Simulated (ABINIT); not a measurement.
The system is Mg.

```xyz
2
Lattice="3.2093 0.0000 0.0000 -1.6046 2.7793 0.0000 0.0000 0.0000 5.2103" Properties=species:S:1:pos:R:3 pbc="T T T"
Mg    1.6047    0.9264    3.9077
Mg    0.0000    1.8529    1.3026
```

Base run:

- Program: ABINIT 10.8.3 (patched build)
- Functional: r2SCAN
- Potentials or basis: JTH PAW PBE v2.0
- Cutoff: 626 eV
- k mesh: 10 × 10 × 5
- Occupations: fermi-dirac, width 0.05 eV
- Spin: no spin polarisation

Its results: band gap on the k mesh none (metal or under the smearing width); pressure -0.9 GPa.

Problem. After a change of settings the same cell gave: band gap on the k mesh none (metal or under the smearing width); pressure -0.2 GPa. Which change was it?
A. potentials or basis from JTH PAW PBE v2.0 to SG15 NC PBE v1.2; cutoff from 626 eV to 1361 eV
B. potentials or basis from JTH PAW PBE v2.0 to Ansatz NC r2SCAN; cutoff from 626 eV to 1361 eV
C. potentials or basis from JTH PAW PBE v2.0 to Ansatz PAW PBE default generated set, frozen core; cutoff from 626 eV to 490 eV; fine-grid cutoff from 1224.51 eV to 979.61 eV

Solution. A.

Caveats: the PAW data sets were made with another functional, which shifts forces and pressure a little (some runs); the potentials were made for another functional, which shifts forces and pressure (some runs).
